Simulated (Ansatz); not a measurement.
# CdS: the cost of one run

Method: DFT PBEsol, scalar-relativistic, plane waves, PAW, in Ansatz 0.2.0.

1 further run of the same task is left out (it didn't finish).

## (1) The starting structure

It takes space group Fm-3m (No. 225, cubic). Conventional cell: a = 5.506 Å, b = 5.506 Å, c = 5.506 Å, α = 90.00°, β = 90.00°, γ = 90.00°. Around Cd (site symmetry m-3m) lie 6 S at 2.75 Å. Around S (site symmetry m-3m) lie 6 Cd at 2.75 Å.

Coordinates:

```xyz
2
Lattice="0.0000 2.7532 2.7532 2.7532 0.0000 2.7532 2.7532 2.7532 0.0000" Properties=species:S:1:pos:R:3 pbc="T T T"
Cd    0.0000    0.0000    0.0000
S     2.7532    2.7532    2.7532
```

The structure comes from the Materials Project (structure only).

## (2) A single atom displaced

The change: atom 2 (S) moved by 0.09 Å.

input.yaml

```yaml
crystal:
  lattice:
    - [0.0, 2.753244, 2.753244]
    - [2.753244, 0.0, 2.753244]
    - [2.753244, 2.753244, 0.0]
  atoms:
    - { symbol: Cd, position: [0.0, 0.0, 0.0] }
    - { symbol: S, position: [0.483655644, 0.516344356, 0.516344356] }
basis:
  ecutwfc: 420
kpoints:
  mp_grid: { grid: [12, 12, 12] }
hamiltonian:
  xc: pbesol
scf:
  occupations: { method: gaussian, width: 0.05 }
output:
  forces: true
  stress: true
  eigenvalues: true
  populations: true
```

Launch:

```bash
> ansatz run input.yaml --threads 1 --pin off --max-ram 1331MiB --backend cpu --events-out ev --progress --plain --runs-dir out
```

What time and memory should one allow on 1 thread of an x86-64 CPU, shared host?

About 20 s, with a peak of 0.42 GiB.
